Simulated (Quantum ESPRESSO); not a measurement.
A calculation with Quantum ESPRESSO 7.5 of GaP (ASE script, structure from a CIF):

Contents of run.py:

```python
import numpy as np
from ase.calculators.espresso import Espresso, EspressoProfile
import spglib
from ase import Atoms
from ase.io import read

atoms = read('GaP.cif')
cell, pos, num = spglib.standardize_cell((atoms.cell[:], atoms.get_scaled_positions(), atoms.numbers), to_primitive=True, symprec=1e-4)
atoms = Atoms(numbers=num, cell=cell, scaled_positions=pos, pbc=True)

input_data = {
    'control': {'calculation': 'scf', 'prefix': 'pwscf', 'outdir': './tmp', 'tprnfor': True, 'tstress': True, 'disk_io': 'nowf'},
    'system': {'ecutwfc': 70.0, 'ecutrho': 560.0, 'nbnd': 15, 'occupations': 'smearing', 'smearing': 'fd', 'degauss': 0.00367493},
    'electrons': {'conv_thr': 4e-10, 'electron_maxstep': 120, 'mixing_beta': 0.5},
}
pseudopotentials = {'Ga': 'Ga.pbe-dn-kjpaw_psl.1.0.0.UPF', 'P': 'P.pbe-n-rrkjus_psl.1.0.0.UPF'}
profile = EspressoProfile(command='pw.x', pseudo_dir='pseudo')
dft = Espresso(profile=profile, input_data=input_data, pseudopotentials=pseudopotentials, kpts=(8, 8, 9), koffset=(0, 0, 0))
atoms.calc = dft

print(f'energy {atoms.get_potential_energy():.8f} eV')
print('forces (eV/A)')
print(np.round(atoms.get_forces(), 6))
print('stress (eV/A^3, Voigt)')
print(np.round(atoms.get_stress(), 8))
print(f'Fermi level {dft.get_fermi_level():.4f} eV')
```

File GaP.cif:

```cif
data_GaP
_cell_length_a 3.45666000
_cell_length_b 3.45666000
_cell_length_c 2.80256000
_cell_angle_alpha 90.00000000
_cell_angle_beta 90.00000000
_cell_angle_gamma 90.00000000
_space_group_name_H-M_alt 'P4/mmm'
_space_group_name_Hall '-P 4 2'
_space_group_IT_number 123
loop_
_space_group_symop_operation_xyz
'x,y,z'
'-x,-y,-z'
'-y,x,z'
'y,-x,-z'
'-x,-y,z'
'x,y,-z'
'y,-x,z'
'-y,x,-z'
'x,-y,-z'
'-x,y,z'
'-y,-x,-z'
'y,x,z'
'-x,y,-z'
'x,-y,z'
'y,x,-z'
'-y,-x,z'
loop_
_atom_site_label
_atom_site_type_symbol
_atom_site_symmetry_multiplicity
_atom_site_Wyckoff_symbol
_atom_site_fract_x
_atom_site_fract_y
_atom_site_fract_z
_atom_site_occupancy
Ga1 Ga 1 a 0.0000000000 0.0000000000 0.0000000000 1
P1 P 1 d 0.5000000000 0.5000000000 0.5000000000 1
```

Potentials or basis: SSSP 1.3 efficiency PBE.

The run is started by

```sh
$ OMP_NUM_THREADS=1 python run.py
```

The cell was built by a generator and needn't be a form met in nature.

Q: Write the same calculation in another form: native input, structure typed inline.

A: As run:

Contents of pw.in:

```
&CONTROL
  calculation = 'scf'
  prefix = 'pwscf'
  outdir = './tmp'
  pseudo_dir = './pseudo'
  tprnfor = .true.
  tstress = .true.
  disk_io = 'nowf'
/
&SYSTEM
  ibrav = 0
  nat = 2
  ntyp = 2
  ecutwfc = 70
  ecutrho = 560
  nbnd = 15
  occupations = 'smearing'
  smearing = 'fd'
  degauss = 0.00367493
/
&ELECTRONS
  conv_thr = 4d-10
  electron_maxstep = 120
  mixing_beta = 0.5
/
ATOMIC_SPECIES
Ga    69.7230 Ga.pbe-dn-kjpaw_psl.1.0.0.UPF
P     30.9738 P.pbe-n-rrkjus_psl.1.0.0.UPF
CELL_PARAMETERS angstrom
   3.4566600000    0.0000000000    0.0000000000
   0.0000000000    3.4566600000    0.0000000000
   0.0000000000    0.0000000000    2.8025600000
ATOMIC_POSITIONS crystal
Ga     0.0000000000    0.0000000000    0.0000000000
P      0.5000000000    0.5000000000    0.5000000000
K_POINTS automatic
8 8 9 0 0 0
```

Potentials or basis: SSSP 1.3 efficiency PBE.

Run with:

```sh
$ OMP_NUM_THREADS=1 pw.x -in pw.in > pw.out
```

Both were run:

|  | ASE script, structure from a CIF | native input, structure typed inline |
| --- | --- | --- |
| Pressure | -0.3 GPa | -0.3 GPa |
| Band gap on the k mesh | none (metal or under the smearing width) | none (metal or under the smearing width) |

Keys that steer only the numerical path or the files written may differ.
